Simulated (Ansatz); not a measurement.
BeO (wurtzite)

```
BeO
1.0
    2.71181     0.00000     0.00000
   -1.35591     2.34850     0.00000
    0.00000     0.00000     8.80911
Be O
4 4
Cartesian
  1.35591   0.78283   0.00656
  1.35591   0.78283   4.41112
  0.00000   1.56567   2.20884
  0.00000   1.56567   6.61340
  1.35591   0.78283   2.74717
  1.35591   0.78283   7.15172
  0.00000   1.56567   0.54489
  0.00000   1.56567   4.94944
```

The atoms are displaced by Q × the pattern below (from a DFPT mode at A = (0.0, 0.0, 0.5), largest move 1; Q in Å), at fixed cell. It is one choice among 2 degenerate patterns. (q is in reciprocal vectors of the primitive cell; the cell shown is doubled to hold the pattern.)

```json
[
 {"atom": "Be1", "x": "0.000", "y": "0.000", "z": "1.000"},
 {"atom": "Be2", "x": "0.000", "y": "0.000", "z": "-1.000"},
 {"atom": "Be3", "x": "0.000", "y": "0.000", "z": "0.085"},
 {"atom": "Be4", "x": "0.000", "y": "0.000", "z": "-0.085"},
 {"atom": "O5", "x": "0.000", "y": "0.000", "z": "0.262"},
 {"atom": "O6", "x": "0.000", "y": "0.000", "z": "-0.262"},
 {"atom": "O7", "x": "0.000", "y": "0.000", "z": "-0.454"},
 {"atom": "O8", "x": "0.000", "y": "0.000", "z": "0.454"}
]
```

Level of theory: PBE (plane waves to 420 eV, PAW, scalar-relativistic; Ansatz, an electronic-structure program). k mesh 14×14×4 (Γ-centred), Fermi-Dirac smearing 0.05 eV. E stands for the smeared free energy. BeO was relaxed with its symmetry unable to fall. The zero of ΔE is the undisplaced structure.

```csv
Q (Å),ΔE (eV/cell)
-0.280,3.975
-0.187,1.715
-0.093,0.422
0.000,0.000
0.093,0.422
0.187,1.715
0.280,3.975
```

Which DFPT wavenumber at A = (0.0, 0.0, 0.5) belongs to this mode?
A) 231 cm⁻¹
B) 986 cm⁻¹
C) 442 cm⁻¹
D) 686 cm⁻¹

B, 986 cm⁻¹. The curvature of the scan gives 986 cm⁻¹

(A displaced cell: forces are minus the slopes of the energy, force constants its curvatures, and phonons follow from these.)
